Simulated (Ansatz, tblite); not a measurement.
## A script for Sc3AlN4 (GFN1-xTB)

These are simulated results from tblite 0.8.0, not measurements. The cell was built from a prototype and was relaxed with r2SCAN in plane waves (Ansatz 0.2.0). It may be hypothetical. All runs are without spin polarisation.

The symmetry is Pm-3m (No. 221, cubic); conventional cell a = 4.412 Å, 10.74 Å³ an atom. Sc has 6 N at 2.21 Å; N has 2 Al at 2.21 Å and 4 Sc at 2.21 Å; Al has 6 N at 2.21 Å; N has 6 Sc at 2.21 Å.

tblite solves periodic systems at the zone centre alone, so the script builds a cluster of 2×2×2 conventional cells (64 atoms), which folds in a coarse mesh of k points.

Input script:

```python
import json
from ase import Atoms
from ase.build import make_supercell
from ase.units import Bohr, GPa, Hartree
from tblite.interface import Calculator

atoms = Atoms(['Sc', 'N', 'Sc', 'N', 'Sc', 'N', 'Al', 'N'],
              cell=[[4.41218087, 0.0, 0.0], [0.0, 4.41218087, 0.0], [0.0, 0.0, 4.41218087]],
              scaled_positions=[[0.5, 0.0, 0.0], [0.0, 0.5, 0.5], [0.0, 0.5, 0.0], [0.5, 0.0, 0.5], [0.0, 0.0, 0.5], [0.5, 0.5, 0.0], [0.5, 0.5, 0.5], [0.0, 0.0, 0.0]],
              pbc=True)
cluster = make_supercell(atoms, [[2, 0, 0], [0, 2, 0], [0, 0, 2]])
calc = Calculator('GFN1-xTB', cluster.numbers, cluster.positions / Bohr, lattice=cluster.cell[:] / Bohr, periodic=cluster.pbc)
calc.set('temperature', 0.02 / Hartree)
calc.set('max-iter', 150)
res = calc.singlepoint()
levels = res.get('orbital-energies') * Hartree
nv = round(res.get('orbital-occupations').sum() / 2)
cells = len(cluster) // len(atoms)
out = {'energy_per_cell': res.get('energy') * Hartree / cells, 'homo': levels[nv - 1], 'lumo': levels[nv],
       'stress': (-res.get('virial') * Hartree / cluster.get_volume() / GPa).tolist(), 'charges': res.get('charges')[:len(atoms)].tolist(), 'electrons': 2 * nv / cells}
json.dump(out, open('results.json', 'w'))
for key, value in out.items():
    print(key, value)
```

Command: `python run.py`. It took 6.2 s on 1 thread of Arm Neoverse V1 (shared host), peak memory 0.12 GiB.

What it printed:

```
------------------------------------------------------------
  cycle        total energy    energy error   density error
------------------------------------------------------------
      1     -114.3390879875  -1.1398706E+02   1.3587388E+00
      2     -112.1226175495   2.2164704E+00   2.0357411E+00
      3     -94.91168830154   1.7210929E+01   1.1174568E+00
      4     -135.1251259014  -4.0213438E+01   5.9982825E-01
      5     -132.5863147232   2.5388112E+00   5.3737724E-01
      6     -134.5090584964  -1.9227438E+00   3.0306411E-01
      7     -139.7484097395  -5.2393512E+00   2.0182643E-01
      8     -140.4577408791  -7.0933114E-01   9.0068866E-02
      9     -140.3362059295   1.2153495E-01   6.6631712E-02
     10     -140.5676644793  -2.3145855E-01   3.7178048E-02
     11     -140.5855995009  -1.7935022E-02   3.0973631E-02
     12     -140.5799805518   5.6189492E-03   3.0069390E-02
     13     -140.5985639496  -1.8583398E-02   1.8189939E-02
     14     -140.6045799762  -6.0160266E-03   1.4546991E-02
     15     -140.6107968792  -6.2169030E-03   8.2913928E-03
     16     -140.6121604270  -1.3635479E-03   6.9605568E-03
     17     -140.6137357784  -1.5753514E-03   4.6660960E-03
     18     -140.6138329696  -9.7191223E-05   4.1360318E-03
     19     -140.6138669668  -3.3997171E-05   3.7970484E-03
     20     -140.6139187466  -5.1779813E-05   3.0843567E-03
     21     -140.6140274750  -1.0872841E-04   1.3163151E-03
     22     -140.6140476093  -2.0134314E-05   7.0704982E-04
     23     -140.6140544623  -6.8529568E-06   2.6817473E-04
     24     -140.6140568140  -2.3516594E-06   1.1586748E-04
     25     -140.6140573191  -5.0514046E-07   6.9840675E-05
     26     -140.6140574513  -1.3222723E-07   2.2395651E-05
     27     -140.6140574594  -8.1118401E-09   6.5449409E-06
------------------------------------------------------------

 total:                                   5.574 sec
energy_per_cell -478.2879247476485
homo -12.888720888474872
lumo -12.88872088651682
stress [[-11.519202903119066, -1.8015048530985135e-06, -1.8036953185224725e-06], [-1.801504854652362e-06, -11.519202898338719, -1.8015956813219163e-06], [-1.8036953196323804e-06, -1.8015956819944115e-06, -11.519202851968988]]
charges [0.3729219402403243, -0.5084833072825743, 0.3729367587321195, -0.5084843863762059, 0.372906043196795, -0.5084823775033809, 0.9235007591080245, -0.5167623100896266]
electrons 32.0
```

The cycle table is in hartree for the whole cluster, and the lines after it are in eV (the energy for one cell). The printed stress is in GPa and positive in compression, and the pressure is its mean diagonal.

GFN1-xTB gives no gap at the points read. On the same cell, plane-wave PBE (Ansatz, 6×6×6 k points and the special points) gives a gap of 0.41 eV and r2SCAN a gap of 0.81 eV; on shared hosts these took about 5.1 and 13 core-seconds on the 8-atom cell, against 6.2 for the script. Semilocal gaps usually lie below measured ones.

The same script was run on cells scaled at fixed shape and fractional coordinates:

```csv
volume (Å³/atom),energy (meV/atom),"pressure (GPa, positive in compression)",gap (eV)
9.45,-51.8,-0.16,0.00
10.09,-37.2,-6.72,0.00
10.74,0.0,-11.52,0.00
11.38,53.9,-15.08,0.00
12.03,120.1,-17.73,0.00
```

The minimum lies beyond the smallest of these volumes.

xTB was fitted mostly to molecules, and a small cluster samples few k points, so gaps, pressures and kinks along a curve can be far from a solid's.
